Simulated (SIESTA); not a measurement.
Write the native input for SIESTA 5.4.2 that does the following.

| Quantity | Value |
| --- | --- |
| Task | single point |
| Functional | PBE |
| Potentials or basis | PseudoDojo 0.4 standard (PBE files) |
| Basis | DZP (energy shift 0.003 Ry; two zetas on semicore shells; d shell added on Ba) |
| Grid cutoff | 800 Ry |
| Energy shift | 0.003 Ry |
| k mesh | 7 × 7 × 7 |
| Occupations | fermi-dirac, width 0.05 eV |
| Spin | no spin polarisation |

Crystal: BaTiO3.

```
Ba Ti O
1.0
     3.99980    0.00000    0.00000
     0.00000    3.99980    0.00000
     0.00000    0.00000    4.01800
Ba Ti O
1 1 3
Cartesian
  -0.0396 0.0615 -0.0156
  1.9874 2.0013 1.9824
  -0.0148 2.0017 2.0594
  2.0536 0.0018 2.0959
  2.0258 1.9721 0.0990
```

The cell isn't the ideal one: atoms moved at random, drawn with an rms of 0.05 Å.

These files were run (other wordings do the same):

BaTiO3.fdf

```
SystemName                      BaTiO3
SystemLabel                     BaTiO3
NumberOfSpecies                 3
NumberOfAtoms                   5
%block ChemicalSpeciesLabel
  1  56 Ba
  2  22 Ti
  3   8 O
%endblock ChemicalSpeciesLabel

UseStructFile                   true

%block kgrid.MonkhorstPack
    7   0   0  0.0
    0   7   0  0.0
    0   0   7  0.0
%endblock kgrid.MonkhorstPack
XC.Functional                   GGA
XC.Authors                      PBE
PAO.BasisSize                   DZP
PAO.EnergyShift                 0.003 Ry
Mesh.Cutoff                     800 Ry
OccupationFunction              FD
ElectronicTemperature           0.05 eV
MaxSCFIterations                120
SCF.MustConverge                false
SCF.Mixer.Method                Pulay
SCF.Mixer.Weight                0.25
SCF.Mixer.History               8
SCF.DM.Tolerance                5.0e-05
SCF.H.Tolerance                 1.0e-03 eV
WriteForces                     true
Charge.Mulliken                 end
%block PAO.Basis
  Ba 5
  n=5 0 2
    4.395 0.000
  n=6 0 2
    9.500 0.000
  n=5 1 2
    5.243 0.000
  n=6 1 1
    9.500
  n=5 2 1
    7.000
  Ti 5
  n=3 0 2
    3.144 0.000
  n=4 0 2
    8.756 0.000
  n=3 1 2
    3.568 0.000
  n=4 1 1
    8.756
  n=3 2 2
    6.267 0.000
%endblock PAO.Basis
```

BaTiO3.STRUCT_IN

```
   3.9998000000     0.0000000000     0.0000000000
   0.0000000000     3.9998000000     0.0000000000
   0.0000000000     0.0000000000     4.0180000000
5
1  56   -0.0099110000     0.0153840000    -0.0038750000
2  22    0.4968850000     0.5003450000     0.4933810000
3   8   -0.0036910000     0.5004510000     0.5125520000
3   8    0.5134300000     0.0004610000     0.5216300000
3   8    0.5064820000     0.4930380000     0.0246330000
```

Potentials or basis: PseudoDojo 0.4 standard (PBE files), DZP (energy shift 0.003 Ry; two zetas on semicore shells; d shell added on Ba).

Launch:

```bash
$ siesta < BaTiO3.fdf > BaTiO3.out 2>&1
```

It gave:

| Quantity | Value |
| --- | --- |
| Pressure | 5.2 GPa |
| Largest force | 0.686 eV/Å |
| Band gap on the k mesh | 1.83 eV, indirect (least direct gap 2.00 eV) |

Caveat: this set's barium file shifts pressures by up to 1 GPa against other sets; spin-orbit coupling is left out, which moves the levels of the heavy elements; an odd mesh through Γ misses points on the zone boundary, where band edges often lie; the basis of atomic orbitals isn't converged, which shifts pressures, moduli and gaps.

It took 110 s on 1 thread of Arm Neoverse V2 (shared host), peak memory 0.49 GiB.
